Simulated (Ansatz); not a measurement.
**Titanium, fcc under RPBE: structure, energy and stiffness**

What does RPBE give for titanium in the fcc structure? We relax it, solve it on a dense k-mesh, then scale the cell to 7 volumes from 88 to 112 % of the relaxed one and try a fit of the equation of state. Spin polarisation is left out. The k-meshes are 13×13×13 for the relaxation; 21×21×21 for the dense run; 15×15×15 for the volumes.

This is Ti in the fcc structure; at room conditions it is hcp.

Program: Ansatz 0.2.0. Level of theory: DFT RPBE, plane waves (420 eV) with PAW, scalar-relativistic; the PAW data stem from PBE, with regenerated cores. These are calculated values, not measurements.

## (1) The starting structure

The structure is cubic, space group Fm-3m (No. 225). Conventional cell: a = 4.134 Å, b = 4.134 Å, c = 4.134 Å, α = 90.00°, β = 90.00°, γ = 90.00°. Around Ti (site symmetry m-3m) lie 12 Ti at 2.92 Å.

As a file:

```cif
data_structure
_symmetry_space_group_name_H-M 'P 1'
_symmetry_Int_Tables_number 1
_cell_length_a 2.9229
_cell_length_b 2.9229
_cell_length_c 2.9229
_cell_angle_alpha 60.000
_cell_angle_beta 60.000
_cell_angle_gamma 60.000
_cell_volume 17.66
loop_
_atom_site_label
_atom_site_type_symbol
_atom_site_fract_x
_atom_site_fract_y
_atom_site_fract_z
_atom_site_occupancy
Ti1 Ti 0.00000 0.00000 0.00000 1
```

## (2) Geometry optimisation

Input file input.yaml:

```yaml
crystal:
  lattice:
    - [0.0, 2.0668332624, 2.0668332624]
    - [2.0668332624, 0.0, 2.0668332624]
    - [2.0668332624, 2.0668332624, 0.0]
  atoms:
    - { symbol: Ti, position: [0.0, 0.0, 0.0] }
hamiltonian:
  xc: rpbe
  pseudopotentials:
    kind: paw
    azcp:
      Ti: "pseudopotentials/Ti.paw.azcp"
basis:
  ecutwfc: 420
  fft_grid_basis: typed
kpoints:
  mp_grid: { grid: [13, 13, 13], shift: [0, 0, 0] }
magnetization:
  spin_polarized: false
scf:
  occupations: { method: fermi_dirac, width: 0.1 }
relax:
  max_steps: 60
  f_tol: 0.01
  cell: {}
```

Further steps of the session: Dense single point; Volume × 0.88; Volume × 0.92; Volume × 0.96; Volume × 1.0; Volume × 1.04; Volume × 1.08; Volume × 1.12.

Q: Predict the outcome of this session. Wanted: space group; conventional cell; volume; shortest distance; gap on the mesh; relative to hcp; V₀, B₀, B₀′.

The runs gave:

| quantity | value |
| --- | --- |
| space group (spins left aside) | Fm-3m (No. 225) |
| conventional cell | a = 4.157 Å |
| volume | 17.963 Å³/atom |
| shortest distance | 2.940 Å |
| gap on the mesh | none (levels filled in part) |
| relative to hcp | +59 meV/atom |
| V₀, B₀, B₀′ | 17.907 Å³/atom, 101 GPa, 3.5 |

**Reading.** The relaxation enlarged the cell by 1.7 % in volume. Against the reference form of titanium (hcp, computed apart with the same settings) it stands 59 meV/atom higher. Levels at the Fermi energy are filled in part, as in a metal. The fitted modulus is 101 GPa. The symmetry was held, so the structure may be unstable against distortions that break it.
